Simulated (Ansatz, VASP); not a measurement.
# One calculation of NaH, two programs

The input INCAR:

```
PREC = Accurate
ENCUT = 520
EDIFF = 1E-8
ISMEAR = -1
SIGMA = 0.03
LREAL = F
LASPH = T
NELM = 80
ALGO = Normal
ISIF = 2
LWAVE = F
LCHARG = F
GGA = PS
LEFG = T
NBANDS = 11
```

File KPOINTS:

```
regular mesh
0
Gamma
  9 9 9
```

POSCAR

```
NaH
1.0
   -0.0488000000      2.4156000000      2.4156000000
    2.4156000000     -0.0488000000      2.4156000000
    2.4156000000      2.4156000000     -0.0488000000
Na H
1 1
Direct
    0.0000000000      0.0000000000      0.0000000000
    0.5000000000      0.5000000000      0.5000000000
```

Input for Ansatz:

```yaml
crystal:
  lattice:
    - [-0.0488, 2.4156, 2.4156]
    - [2.4156, -0.0488, 2.4156]
    - [2.4156, 2.4156, -0.0488]
  atoms:
    - { symbol: Na, position: [0.0, 0.0, 0.0] }
    - { symbol: H, position: [0.5, 0.5, 0.5] }
kpoints:
  mp_grid: { grid: [9, 9, 9] }
scf:
  occupations: { method: fermi_dirac, width: 0.03 }
hamiltonian:
  xc: pbesol
  pseudopotentials: { kind: all_electron, datasets: crystal }
output:
  forces: true
  stress: true
  eigenvalues: true
  efg: { contact_densities: true }
```

Change from the starting cell: equal xy, yz and zx shear strains of -2 %, crystal datasets.

Alike in both runs: task electric field gradients; functional PBEsol; k mesh 9 × 9 × 9; occupations fermi-dirac, width 0.03 eV; no spin polarisation.

```csv
,VASP,Ansatz
version,VASP 6.6.1,Ansatz 0.2.0
potentials or method,"VASP PAW PBE potentials, release 64 (Na_pv, H)","all-electron PAW with datasets made for the crystal, scalar-relativistic"
plane-wave cutoff (eV),520,see its input
```

```csv
,VASP,Ansatz,Ansatz less VASP
gap on the k mesh at the Fermi level (eV),3.75,3.75,+0.002
pressure (GPa),-1.2,-1.2,+0.01
largest component of the traceless stress (GPa),0.41,0.41,0.000
Vzz of the field gradient on the site that differs most (V/Å²),1.1,1.1,-0.03
```

Ansatz ran all-electron here, so the differences hold the error of VASP's frozen core and of both bases.

Caveats: the PAW data sets were made with another functional, which shifts forces and pressure a little (VASP); an odd mesh through Γ misses points on the zone boundary, where band edges often lie.
